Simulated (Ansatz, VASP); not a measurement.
**SrCl2: VASP beside Ansatz**

File INCAR:

```
PREC = Accurate
ENCUT = 520
EDIFF = 1E-8
ISMEAR = -1
SIGMA = 0.01
LREAL = False
LASPH = True
NELM = 80
ALGO = Normal
ISIF = 2
LWAVE = False
LCHARG = False
LEFG = True
NBANDS = 19
```

The input KPOINTS:

```
Automatic mesh
0
Gamma
  8 8 8
```

The input POSCAR:

```
SrCl2
1.0
    0.0697100000      3.5203550000      3.5203550000
    3.5203550000      0.0697100000      3.5203550000
    3.5203550000      3.5203550000      0.0697100000
Sr Cl
1 2
Direct
    0.0000000000      0.0000000000      0.0000000000
    0.2500000000      0.2500000000      0.2500000000
    0.7500000000      0.7500000000      0.7500000000
```

Input for Ansatz:

```yaml
crystal:
  lattice:
    - [0.06971, 3.520355, 3.520355]
    - [3.520355, 0.06971, 3.520355]
    - [3.520355, 3.520355, 0.06971]
  atoms:
    - { symbol: Sr, position: [0.0, 0.0, 0.0] }
    - { symbol: Cl, position: [0.25, 0.25, 0.25] }
    - { symbol: Cl, position: [0.75, 0.75, 0.75] }
kpoints:
  mp_grid: { grid: [8, 8, 8] }
scf:
  occupations: { method: fermi_dirac, width: 0.01 }
hamiltonian:
  xc: lda
  pseudopotentials: { kind: all_electron, datasets: crystal }
output:
  forces: true
  stress: true
  eigenvalues: true
  efg: { contact_densities: true }
```

Change from the starting cell: equal xy, yz and zx shear strains of +2 %, crystal datasets.

Alike in both runs: task electric field gradients; functional LDA; k mesh 8 × 8 × 8; occupations fermi-dirac, width 0.01 eV; no spin polarisation.

```csv
,VASP,Ansatz
version,VASP 6.6.1,Ansatz 0.2.0
potentials or method,"VASP PAW LDA potentials, release 64 (Sr_sv, Cl)","all-electron PAW with datasets made for the crystal, scalar-relativistic"
plane-wave cutoff (eV),520,see its input
```

Ansatz gave:

- gap on the k mesh at the Fermi level (eV): 4.89
- pressure (GPa): -2.7
- largest component of the traceless stress (GPa): 0.22
- rms of the force components (eV/Å): 0.026
- Vzz of the field gradient on the site that differs most (V/Å²): 0.1

Problem. Estimate VASP's values.

Solution. gap on the k mesh at the Fermi level (eV): 4.90; pressure (GPa): -2.6; largest component of the traceless stress (GPa): 0.23; rms of the force components (eV/Å): 0.028; Vzz of the field gradient on the site that differs most (V/Å²): 0.3.

Atom by atom the forces differ by 0.002 eV/Å (rms over components). Ansatz ran all-electron here, so the differences hold the error of VASP's frozen core and of both bases. Ansatz warned: «gradients_without_spin_orbit».

A k mesh can miss the band edges.
